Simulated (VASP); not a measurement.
# SiC (F-43m) in VASP: notebook

The runs below take SiC through single point, with PBE.

All numbers are computed with VASP 6.6.1; they aren't measurements. Logs are shortened: lines on timing, memory, paths and dates and some standing lists are left out, and cuts for length are marked.

**Measured values to compare with.**

From “Insight into the structural, elastic and electronic properties of a new orthorhombic 6O-SiC polytype”, 2020, pmc:7200658, for a bulk crystal of SiC: band gap 2.4 eV (indirect).

How close the calculation comes is told below.

## 1. The structure

Symmetry: F-43m, No. 216, cubic system. The conventional cell has a = 4.358 Å, b = 4.358 Å, c = 4.358 Å, α = 90.00°, β = 90.00°, γ = 90.00°. Si (site symmetry -43m) is surrounded by 4 C at 1.89 Å. Around C (site symmetry -43m) lie 4 Si at 1.89 Å.

## 2. Single point, PBE

Contents of INCAR:

```
ALGO = Normal ; EDIFF = 1E-7
ENCUT = 520 ; GGA = PE
ISIF = 2 ; ISMEAR = 0
LASPH = True ; LCHARG = False
LREAL = False ; LWAVE = False
NBANDS = 11 ; NELM = 100
PREC = Accurate ; SIGMA = 0.02
```

Contents of KPOINTS:

```
k-points
0
Gamma
  8 8 8
```

Contents of POSCAR:

```
SiC
1.0
    0.0000000000      2.1790000000      2.1790000000
    2.1790000000      0.0000000000      2.1790000000
    2.1790000000      2.1790000000      0.0000000000
Si C
1 1
Direct
    0.0000000000      0.0000000000      0.0000000000
    0.2500000000      0.2500000000      0.2500000000
```

Potentials or basis: VASP PAW PBE potentials, release 64 (Si, C).

Started as:

```bash
cat potpaw_PBE.64/Si/POTCAR potpaw_PBE.64/C/POTCAR > POTCAR
mpirun -np 1 vasp_std > vasp.out
```

OUTCAR:

```text
EDIFF = 1E-7
   ENCUT = 520
   GGA = PE
   ISIF = 2
   ISMEAR = 0
   LASPH = True
   LREAL = False
   NELM = 100
   PREC = Accurate

 ion  position               nearest neighbor table
   1  0.000  0.000  0.000-   2 1.89   2 1.89   2 1.89   2 1.89
   2  0.250  0.250  0.250-   1 1.89   1 1.89   1 1.89   1 1.89

  LATTYP: Found a face centered cubic cell.
 ALAT       =     4.3580000000

  Lattice vectors:

 A1 = (   0.0000000000,   2.1790000000,   2.1790000000)
 A2 = (   2.1790000000,   0.0000000000,   2.1790000000)
 A3 = (   2.1790000000,   2.1790000000,   0.0000000000)

Analysis of symmetry for initial positions (statically):
=====================================================================
 Subroutine PRICEL returns:
 Original cell was already a primitive cell.

 Routine SETGRP: Setting up the symmetry group for a
 face centered cubic supercell.

 Subroutine GETGRP returns: Found 24 space group operations
 (whereof 24 operations were pure point group operations)
 out of a pool of 48 trial point group operations.

The static configuration has the point symmetry T_d .

Analysis of symmetry for dynamics (positions and initial velocities):
=====================================================================
 Subroutine PRICEL returns:
 Original cell was already a primitive cell.

 Routine SETGRP: Setting up the symmetry group for a
 face centered cubic supercell.

 Subroutine GETGRP returns: Found 24 space group operations
 (whereof 24 operations were pure point group operations)
 out of a pool of 48 trial point group operations.

The dynamic configuration has the point symmetry T_d .

 Subroutine INISYM returns: Found 24 space group operations
 (whereof 24 operations are pure point group operations),
 and found     1 'primitive' translations

----------------------------------------------------------------------------------------

                                     Primitive cell

  volume of cell :      20.6920

  direct lattice vectors                    reciprocal lattice vectors
     0.000000000  2.179000000  2.179000000    -0.229463056  0.229463056  0.229463056
     2.179000000  0.000000000  2.179000000     0.229463056 -0.229463056  0.229463056
     2.179000000  2.179000000  0.000000000     0.229463056  0.229463056 -0.229463056

  length of vectors
     3.081571352  3.081571352  3.081571352     0.397441672  0.397441672  0.397441672

[... 87 lines left out ...]
   ISYM   =      2    0-nonsym 1-usesym 2-fastsym
   POTIM  = 0.5000    time-step for ionic-motion
   TEBEG  =    0.0;   TEEND  =   0.0 temperature during run
   PSTRESS=    0.0 pullay stress
   NELECT =       8.0000    total number of electrons
   NUPDOWN=      -1.0000    fix difference up-down
   EMIN   =  10.00;   EMAX   =-10.00  energy-range for DOS
   EFERMI =   0.00;   METHOD = LEGACY
   ISMEAR =     0;   SIGMA  =   0.02  broadening in eV -4-tet -1-fermi 0-gaus
   EFERMI_NEDOS =   21; number of points for ismear=-14 and -15
   IALGO  =     38    algorithm
   IMIX   =      4    mixing-type and parameters
     AMIX     =   0.40;   BMIX     =  1.00
     AMIX_MAG =   1.60;   BMIX_MAG =  1.00
  volume/ion in A,a.u.               =      10.35        69.82
  Fermi-wavevector in a.u.,A,eV,Ry     =   1.192626  2.253736 19.352338  1.422357
  Thomas-Fermi vector in A             =   2.328660
   LORBIT       =      0    0 simple, 1 ext, 2 COOP (PROOUT), +10 PAW based schemes
   GGA     = PE    functional components
   LHFCALC =     F    Hartree Fock is set to
   AEXX    =    0.0000 exact exchange contribution
   IVDW    =     0    specifies the selected vdW correction
   LEPSILON=     F    determine dielectric tensor
   LRPA    =     F    only Hartree local field effects (RPA)
 non-spin polarized calculation
 Gauss-broadening in eV      SIGMA  =   0.02
  energy-cutoff  :      520.00
  volume of cell :       20.69
 maximum number of plane-waves:       568
   NGX = 11   NGY = 11   NGZ = 11

 number of electron       8.0000001 magnetization

 Free energy of the ion-electron system (eV)
  ---------------------------------------------------
  ext. energy  EPLUGINS =         0.00000000
  ---------------------------------------------------
  free energy    TOTEN  =       -15.05666465 eV

  energy without entropy =      -15.05666465  energy(sigma->0) =      -15.05666465

 E-fermi :   8.2543     XC(G=0): -11.3559

 val. band max:        8.1079341830   @ k =   0.0000   0.0000   0.0000
 cond. band min:       9.4641289762   @ k =   0.5000   0.5000   0.0000
 fundamental gap:      1.3561947932
 Fermi energy:         8.2542513075

 k-point     1 :       0.0000    0.0000    0.0000
  band No.  band energies     occupation
      1      -7.2958      2.00000
      2       8.1079      2.00000
      3       8.1079      2.00000
      4       8.1079      2.00000
      5      14.3417      0.00000
      6      15.4145      0.00000
      7      15.4145      0.00000
      8      15.4145      0.00000
      9      22.6136      0.00000
     10      22.6136      0.00000
     11      24.5881      0.00000
[... 309 lines left out ...]
 k-point    24 :      -0.3750    0.2500    0.1250
  band No.  band energies     occupation
      1      -3.0808      2.00000
      2       0.2814      2.00000
      3       4.4003      2.00000
      4       5.8502      2.00000
      5      13.3557      0.00000
      6      15.3834      0.00000
      7      18.2568      0.00000
      8      19.1086      0.00000
      9      21.5309      0.00000
     10      24.3305      0.00000
     11      27.4351      0.00000

 [... further k-points ...]

------------------------ aborting loop because EDIFF is reached ----------------------------------------

  FORCE on cell =-STRESS in cart. coord.  units (eV):
  Direction    XX          YY          ZZ          XY          YZ          ZX
  --------------------------------------------------------------------------------------
  -------------------------------------------------------------------------------------
  Total        0.4154960      0.4154960      0.4154960     -0.0000000      0.0000000      0.0000000
  in kB       32.1718275     32.1718275     32.1718275     -0.0000000      0.0000000      0.0000000
  external PRESSURE =      32.1718275 kB  Pullay stress =       0.0000000 kB

 VOLUME and BASIS-vectors are now :
 -----------------------------------------------------------------------------
  energy-cutoff  :      520.00
  volume of cell :       20.69
      direct lattice vectors                 reciprocal lattice vectors
     0.000000000  2.179000000  2.179000000    -0.229463056  0.229463056  0.229463056
     2.179000000  0.000000000  2.179000000     0.229463056 -0.229463056  0.229463056
     2.179000000  2.179000000  0.000000000     0.229463056  0.229463056 -0.229463056

 POSITION                                       TOTAL-FORCE (eV/Angst)
 -----------------------------------------------------------------------------------
      0.00000      0.00000      0.00000         0.000000      0.000000      0.000000
      1.08950      1.08950      1.08950        -0.000000     -0.000000     -0.000000
 -----------------------------------------------------------------------------------
    total drift:                                0.000000      0.000000      0.000000

  FREE ENERGIE OF THE ION-ELECTRON SYSTEM (eV)
  ---------------------------------------------------
  free  energy   TOTEN  =       -15.0566646522 eV

  energy  without entropy=      -15.0566646522  energy(sigma->0) =      -15.05666465
```

OSZICAR:

```text
N       E                     dE             d eps       ncg     rms          rms(c)
DAV:   1     0.446302705101E+01    0.44630E+01   -0.40555E+03   654   0.613E+02
DAV:   2    -0.162642716183E+02   -0.20727E+02   -0.19947E+02   835   0.113E+02
DAV:   3    -0.169099431544E+02   -0.64567E+00   -0.64446E+00   782   0.166E+01
DAV:   4    -0.169124913614E+02   -0.25482E-02   -0.25480E-02   736   0.132E+00
DAV:   5    -0.169125033729E+02   -0.12011E-04   -0.12011E-04   776   0.833E-02    0.881E+00
DAV:   6    -0.151141084380E+02    0.17984E+01   -0.64933E+00   713   0.114E+01    0.390E+00
DAV:   7    -0.150641613214E+02    0.49947E-01   -0.38170E-01   767   0.353E+00    0.178E+00
DAV:   8    -0.150564391705E+02    0.77222E-02   -0.20160E-02   722   0.946E-01    0.171E-01
DAV:   9    -0.150565516776E+02   -0.11251E-03   -0.16025E-03   796   0.229E-01    0.113E-01
DAV:  10    -0.150566620234E+02   -0.11035E-03   -0.23400E-04   716   0.931E-02    0.257E-02
DAV:  11    -0.150566642124E+02   -0.21891E-05   -0.41039E-05   764   0.331E-02    0.689E-03
DAV:  12    -0.150566646374E+02   -0.42494E-06   -0.18739E-06   737   0.821E-03    0.104E-03
DAV:  13    -0.150566646522E+02   -0.14878E-07   -0.91678E-08   624   0.206E-03
   1 F= -.15056665E+02 E0= -.15056665E+02  d E =-.376692E-27
```

stdout:

```text
POSCAR found type information on POSCAR SiC
 POSCAR found :  2 types and       2 ions
 scaLAPACK will be used
 LDA part: xc-table for (Slater+PW92), standard interpolation
 POSCAR, INCAR and KPOINTS ok, starting setup
 FFT: planning ... GRIDC
 FFT: planning ... GRID_SOFT
 FFT: planning ... GRID
 WAVECAR not read
 entering main loop
```

Wall time 3.5 s (1 thread of Intel Xeon Platinum 8488C (Sapphire Rapids), shared host); peak memory 0.13 GiB.

Results:

| Quantity | Value |
| --- | --- |
| Free energy | -15.0567 eV |
| Pressure | 3.2 GPa |
| Band gap on the k mesh | 1.36 eV, indirect (least direct gap 4.54 eV) |

## 3. Single point, PBE

INCAR is that of step 2.

Contents of KPOINTS:

```
k-points
0
Gamma
  10 10 10
```

POSCAR is that of step 2.

Potentials or basis: VASP PAW PBE potentials, release 64 (Si, C).

Started as:

```bash
cat potpaw_PBE.64/Si/POTCAR potpaw_PBE.64/C/POTCAR > POTCAR
mpirun -np 1 vasp_std > vasp.out
```

Wall time 4.7 s (1 thread of Intel Xeon Platinum 8488C (Sapphire Rapids), shared host); peak memory 0.13 GiB.

Results (log left out):

```yaml
Free_energy: -15.0577 eV
Pressure: 3.2 GPa
Band_gap_on_the_k_mesh: 1.36 eV, indirect (least direct gap 4.54 eV)
```

Levels at points of the mesh, in eV from the valence-band top:
| k point | band 2 | band 3 | band 4 | band 5 | band 6 | band 7 |
| --- | --- | --- | --- | --- | --- | --- |
| (0.00, 0.00, 0.00) | 0.00 | 0.00 | 0.00 | 6.23 | 7.31 | 7.31 |
| (0.50, 0.00, 0.00) | -8.53 | -1.05 | -1.05 | 5.43 | 7.23 | 7.23 |
| (0.50, 0.50, 0.00) | -7.79 | -3.18 | -3.18 | 1.36 | 4.32 | 14.04 |

## 4. Single point, PBE

INCAR is that of step 3.

Contents of KPOINTS:

```
k-points
0
Gamma
  14 14 14
```

POSCAR is that of step 3.

Started as:

```bash
cat potpaw_PBE.64/Si/POTCAR potpaw_PBE.64/C/POTCAR > POTCAR
mpirun -np 1 vasp_std > vasp.out
```

Run time: 8.8 s. Hardware: 1 thread of Intel Xeon Platinum 8488C (Sapphire Rapids), shared host; peak memory 0.14 GiB.

It converged, with:

| Quantity | Value |
| --- | --- |
| Free energy | -15.0579 eV |
| Pressure | 3.2 GPa |
| Band gap on the k mesh | 1.36 eV, indirect (least direct gap 4.54 eV) |

Levels at points of the mesh, in eV from the valence-band top:
```tsv
k point	band 1	band 2	band 3	band 4	band 5	band 6	band 7	band 8	band 9
(0.00, 0.00, 0.00)	-15.40	0.00	0.00	0.00	6.23	7.31	7.31	7.31	14.51
(0.50, 0.00, 0.00)	-11.84	-8.53	-1.05	-1.05	5.43	7.23	7.23	10.05	16.20
(0.50, 0.50, 0.00)	-10.39	-7.79	-3.18	-3.18	1.36	4.32	14.04	14.04	14.79
```

## 5. Summary

```csv
k mesh,gap on the mesh (eV),pressure (GPa)
8 × 8 × 8,1.36,3.2
10 × 10 × 10,1.36,3.2
14 × 14 × 14,1.36,3.2
```

Alike in all rows: task single point; level PBE; potentials or basis VASP PAW PBE potentials, release 64 (Si, C); no spin polarisation; cell as given; cutoff (eV) 520; smearing gaussian 0.02 eV.

On the cell as given the gap runs from 1.36 eV (PBE) to 1.36 eV (PBE); the meshes differ, which moves gaps too.

Total energies depend on the potentials used, so only differences within one code and one set of settings carry meaning.

## 6. Against experiment

Step 2. A measured gap of SiC is 2.4 eV (indirect; quoted in “Insight into the structural, elastic and electronic properties of a new orthorhombic 6O-SiC polytype”, 2020, pmc:7200658); the calculated 1.36 eV misses it by -1.04 eV. The value is that of PBE on a finite k mesh, which can miss the band edges, without temperature or zero-point motion. Semilocal functionals fall short of measured gaps as a rule.

Step 3. A measured gap of SiC is 2.4 eV (indirect; quoted in “Insight into the structural, elastic and electronic properties of a new orthorhombic 6O-SiC polytype”, 2020, pmc:7200658); the calculated 1.36 eV misses it by -1.04 eV. The value is that of PBE on a finite k mesh, which can miss the band edges, without temperature or zero-point motion. Semilocal functionals fall short of measured gaps as a rule.

Step 4. A measured gap of SiC is 2.4 eV (indirect; quoted in “Insight into the structural, elastic and electronic properties of a new orthorhombic 6O-SiC polytype”, 2020, pmc:7200658); the calculated 1.36 eV misses it by -1.04 eV. The value is that of PBE on a finite k mesh, which can miss the band edges, without temperature or zero-point motion. Semilocal functionals fall short of measured gaps as a rule.
